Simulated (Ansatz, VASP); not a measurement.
# SnO2 in two plane-wave programs, part 2 of 2

Wanted: the spread between two codes on one cell, functional and k mesh. The cell is taken from a series of runs on this material, whose earlier steps may have relaxed, scaled, displaced or heated it; both programs get it as it stands.

VASP 6.6.1 and Ansatz 0.2.0.

So far: The starting structure; Ansatz: single point, HSE06.

**3. VASP: single point, HSE06**

Level of this step: HSE06; plane waves and PAW (Sn_d, O) (VASP).

The same cell, functional and mesh now go to VASP, with its own data sets.

Lines of VASP's logs that name or quote its potential files are left out, and so is its time.

The run reads the wave functions of an earlier VASP run, which isn't shown here.

File INCAR:

```
SYSTEM = SnO2
PREC = Accurate
ENCUT = 520
EDIFF = 1E-06
NELM = 100
ISMEAR = 0
SIGMA = 0.01
LREAL = .FALSE.
ALGO = Normal
LHFCALC = .TRUE.
AEXX = 0.25
GGA = PE
HFSCREEN = 0.208
LASPH = .TRUE.
NBANDS = 64
PRECFOCK = Fast
LORBIT = 11
LWAVE = .FALSE.
LCHARG = .FALSE.
KPAR = 4
NCORE = 4
ISIF = 2
```

File POSCAR:

```
SnO2
1.0
    4.6404432466      0.0000000000      0.0000000000
    0.0000000000      5.6358939854      0.0000000000
    0.0000000000      0.0000000000      5.1421719650
Sn O
4 8
Direct
    0.5000000000      0.6693002647      0.7500000000
    0.0000000000      0.8306997353      0.2500000000
    0.5000000000      0.3306997353      0.2500000000
    0.0000000000      0.1693002647      0.7500000000
    0.7339462318      0.6017057905      0.0762074223
    0.2339462318      0.8982942095      0.9237925777
    0.7660537682      0.8982942095      0.5762074223
    0.2660537682      0.6017057905      0.4237925777
    0.7339462318      0.3982942095      0.5762074223
    0.2339462318      0.1017057905      0.4237925777
    0.7660537682      0.1017057905      0.0762074223
    0.2660537682      0.3982942095      0.9237925777
```

File KPOINTS:

```
Automatic mesh
0
Gamma
4 2 4
0 0 0
```

PAW data sets: Sn_d and O (PBE family, release 64).

Launch:

```bash
$ mpirun -np 16 vasp_std
```

Numbers of over 12 decimals in the logs are rounded to 6 here.

Log:

```text
[banner, memory and clock lines left out]
running   16 mpi-ranks, on    1 nodes
 distrk:  each k-point on    4 cores,    4 groups
 distr:  one band on    4 cores,    1 groups

 POSCAR found type information on POSCAR SnO
 POSCAR found :  2 types and      12 ions
 LDA part: xc-table for (Slater+PW92), standard interpolation
 found WAVECAR, reading the header
 POSCAR, INCAR and KPOINTS ok, starting setup
 FFT: planning ... GRIDC
 FFT: planning ... GRID_SOFT
 FFT: planning ... GRID
 reading WAVECAR
 the WAVECAR file was read successfully
 initial charge from wavefunction
 entering main loop
       N       E                     dE             d eps       ncg     rms          rms(c)
DAV:   1    -0.941551380210E+02   -0.94155E+02   -0.21902E+00  2800   0.975E+00    0.196E+00
DAV:   2    -0.942050036254E+02   -0.49866E-01   -0.24221E-01  2864   0.279E+00    0.176E+00
DAV:   3    -0.941985192285E+02    0.64844E-02   -0.15540E-02  3832   0.975E-01    0.120E+00
DAV:   4    -0.941972189183E+02    0.13003E-02   -0.44739E-03  3320   0.387E-01    0.729E-01
DAV:   5    -0.941967409365E+02    0.47798E-03   -0.53786E-04  2648   0.169E-01    0.430E-01
DAV:   6    -0.941965647493E+02    0.17619E-03   -0.12564E-04  2712   0.717E-02    0.253E-01
DAV:   7    -0.941965132902E+02    0.51459E-04   -0.31798E-05  3248   0.424E-02    0.152E-01
DAV:   8    -0.941964980222E+02    0.15268E-04   -0.10902E-05  3184   0.280E-02    0.914E-02
DAV:   9    -0.941964945245E+02    0.34977E-05   -0.48647E-06  2496   0.166E-02    0.552E-02
DAV:  10    -0.941964940888E+02    0.43573E-06   -0.18257E-06  1824   0.984E-03
   1 F= -.94196494E+02 E0= -.94196494E+02  d E =-.202144E-31
```

From OUTCAR (step 3):

```text
ion  position               nearest neighbor table
   1  0.500  0.669  0.750-   6 2.00   7 2.00   5 2.03   8 2.03   9 2.08  12 2.08   3 3.20   3 3.20
                             2 3.58   2 3.58   2 3.58   2 3.58   4 3.65   4 3.65   4 3.65   4 3.65
   2  0.000  0.831  0.250-   5 2.00   8 2.00   7 2.03   6 2.03  10 2.08  11 2.08   4 3.20   4 3.20
                             1 3.58   1 3.58   1 3.58   1 3.58   3 3.65   3 3.65   3 3.65   3 3.65
   3  0.500  0.331  0.250-  10 2.00  11 2.00   9 2.03  12 2.03   5 2.08   8 2.08   1 3.20   1 3.20
                             4 3.58   4 3.58   4 3.58   4 3.58   2 3.65   2 3.65   2 3.65   2 3.65
   4  0.000  0.169  0.750-   9 2.00  12 2.00  11 2.03  10 2.03   6 2.08   7 2.08   2 3.20   2 3.20
                             3 3.58   3 3.58   3 3.58   3 3.58   1 3.65   1 3.65   1 3.65   1 3.65
   5  0.734  0.602  0.076-   2 2.00   1 2.03   3 2.08
   6  0.234  0.898  0.924-   1 2.00   2 2.03   4 2.08
   7  0.766  0.898  0.576-   1 2.00   2 2.03   4 2.08
   8  0.266  0.602  0.424-   2 2.00   1 2.03   3 2.08
   9  0.734  0.398  0.576-   4 2.00   3 2.03   1 2.08
  10  0.234  0.102  0.424-   3 2.00   4 2.03   2 2.08
  11  0.766  0.102  0.076-   3 2.00   4 2.03   2 2.08
  12  0.266  0.398  0.924-   4 2.00   3 2.03   1 2.08

  LATTYP: Found a simple orthorhombic cell.
 ALAT       =     4.6404432466
 B/A-ratio  =     1.1081208608
 C/A-ratio  =     1.2145163050

 Subroutine GETGRP returns: Found  8 space group operations
 (whereof  2 operations were pure point group operations)

The static configuration has the point symmetry S_2 .
 The point group associated with its full space group is D_2h.

 Found     18 irreducible k-points:

   k-points           NKPTS =     18   k-points in BZ     NKDIM =     32   number of bands    NBANDS=     64

   dimension x,y,z NGX =    36 NGY =   42 NGZ =   40
   dimension x,y,z NGXF=    72 NGYF=   84 NGZF=   80

   ENCUT  =  520.0 eV  38.22 Ry    6.18 a.u.   8.63 10.48  9.56*2*pi/ulx,y,z

   NELECT =     104.0000    total number of electrons

 k-points in reciprocal lattice and weights: Automatic mesh
   0.00000000  0.00000000  0.00000000       0.031
   0.25000000  0.00000000  0.00000000       0.062
   0.50000000  0.00000000  0.00000000       0.031
   0.00000000  0.50000000  0.00000000       0.031
   0.25000000  0.50000000  0.00000000       0.062
   0.50000000  0.50000000  0.00000000       0.031
   0.00000000  0.00000000  0.25000000       0.062
   0.25000000  0.00000000  0.25000000       0.125
   0.50000000  0.00000000  0.25000000       0.062
[...]
0.25000000  0.50000000  0.50000000       0.062
   0.50000000  0.50000000  0.50000000       0.031

  exchange ACFDT corr.  =         0.00000000  see jH, gK, PRB 81, 115126

 average (electrostatic) potential at core
       1 -92.4287       2 -92.4287       3 -92.4287       4 -92.4287       5 -60.8133
       6 -60.8133       7 -60.8133       8 -60.8133       9 -60.8133      10 -60.8133
      11 -60.8133      12 -60.8133

 E-fermi :   5.3585

 k-point     1 :       0.0000    0.0000    0.0000
  band No.  band energies     occupation
    ...
     48       4.8474      2.00000
     49       4.8751      2.00000
     50       5.0597      2.00000
     51       5.1706      2.00000
     52       5.2783      2.00000
     53       9.0496      0.00000
     54      14.1928      0.00000
     55      14.2423      0.00000
     56      14.3167      0.00000
     57      14.8945      0.00000
    ...

 k-point     2 :       0.2500    0.0000    0.0000
  band No.  band energies     occupation
    ...
     48       4.7460      2.00000
     49       4.8206      2.00000
     50       4.8641      2.00000
     51       5.1553      2.00000
     52       5.1839      2.00000
     53      10.3372      0.00000
     54      13.1728      0.00000
     55      13.7167      0.00000
     56      13.9603      0.00000
     57      15.4793      0.00000
    ...

 k-point     3 :       0.5000    0.0000    0.0000
  band No.  band energies     occupation
    ...
     48       4.6646      2.00000
     49       4.8933      2.00000
     50       4.8933      2.00000
     51       5.1783      2.00000
     52       5.1783      2.00000
     53      12.3038      0.00000
     54      12.3038      0.00000
     55      13.1538      0.00000
     56      13.1538      0.00000
     57      15.9656      0.00000
    ...

  Total       10.2696733      9.6044102      9.8750030      0.0000000      0.0000000     -0.0000000
  in kB      122.3484112    114.4227569    117.6464811      0.0000000      0.0000000     -0.0000000
  external PRESSURE =     118.1392164 kB  Pullay stress =       0.0000000 kB

  energy-cutoff  :      520.00
  volume of cell :      134.48
      direct lattice vectors                 reciprocal lattice vectors
     4.640443247  0.000000000  0.000000000     0.215496656  0.000000000  0.000000000
     0.000000000  5.635893985  0.000000000     0.000000000  0.177434140  0.000000000
     0.000000000  0.000000000  5.142171965     0.000000000  0.000000000  0.194470354

 POSITION                                       TOTAL-FORCE (eV/Angst)
 -----------------------------------------------------------------------------------
      2.32022      3.77211      3.85663         0.000000      0.011043      0.000000
      0.00000      4.68174      1.28554         0.000000     -0.011043      0.000000
      2.32022      1.86379      1.28554         0.000000     -0.011043      0.000000
      0.00000      0.95416      3.85663         0.000000      0.011043      0.000000
      3.40584      3.39115      0.39187        -0.006124      0.081795      0.018845
      1.08561      5.06269      4.75030        -0.006124     -0.081795     -0.018845
      3.55483      5.06269      2.96296         0.006124     -0.081795      0.018845
      1.23461      3.39115      2.17921         0.006124      0.081795     -0.018845
      3.40584      2.24474      2.96296        -0.006124     -0.081795      0.018845
      1.08561      0.57320      2.17921        -0.006124      0.081795     -0.018845
      3.55483      0.57320      0.39187         0.006124      0.081795      0.018845
      1.23461      2.24474      4.75030         0.006124     -0.081795     -0.018845
 -----------------------------------------------------------------------------------
    total drift:                               -0.000014      0.000004      0.000000

  FREE ENERGIE OF THE ION-ELECTRON SYSTEM (eV)
  ---------------------------------------------------
  free  energy   TOTEN  =       -94.1964940888 eV

  energy  without entropy=      -94.1964940888  energy(sigma->0) =      -94.19649409

 total charge
# of ion       s       p       d       tot
------------------------------------------
    1        0.858   1.159  10.439  12.457
    2        0.858   1.159  10.439  12.457
    3        0.858   1.159  10.439  12.457
    4        0.858   1.159  10.439  12.457
    5        1.563   3.577   0.000   5.140
    6        1.563   3.577   0.000   5.140
    7        1.563   3.577   0.000   5.140
    8        1.563   3.577   0.000   5.140
    9        1.563   3.577   0.000   5.140
   10        1.563   3.577   0.000   5.140
   11        1.563   3.577   0.000   5.140
   12        1.563   3.577   0.000   5.140
--------------------------------------------------
tot         15.940  33.250  41.758  90.948

[... 3 further parts left out ...]
```

The run ends at a pressure of 11.81 GPa, with forces up to 0.084 eV/Å.

**4. Differences**

Known differences besides the potentials themselves: exact exchange at q = 0 is treated differently, which shows on coarse meshes; VASP keeps PBE cores, Ansatz makes them for the functional; fixed occupations in Ansatz, narrow Gaussian smearing in VASP; the cutoff is 420 eV in Ansatz and 520 eV in VASP; VASP takes a coarser grid for exact exchange (PRECFOCK = Fast). Total energies have different zeros and are not compared.

Compared:

```
              quantity  Ansatz   VASP  difference
gap on the k mesh (eV)   3.773  3.771      +0.002
```

A gap on the mesh is an upper bound, since the band edges may lie between its points.

**5. Results**

- difference in gap on the k mesh (single point, HSE06): 0.0017 eV

**Reading.** The difference in gap on the k mesh is 0.0017 eV (single point, HSE06), within the 0.08 eV picked in this series as the mark of a large difference. Such differences can come from data sets, numerical settings and the points named under the comparisons, not from the functional's error against experiment.

[Lines on the potential files, build, host, timing and source positions are cut from VASP's logs without a mark.]

[Logs are printed without paths, hosts, clocks, repeated set-up lines and the standing remarks that a program may print on its own settings, such as how far it seeks lower states.]

[Hosts, paths, dates, database ids (printed as entryN), source tags and the programs' standing remarks are cut or masked in the printed files.]
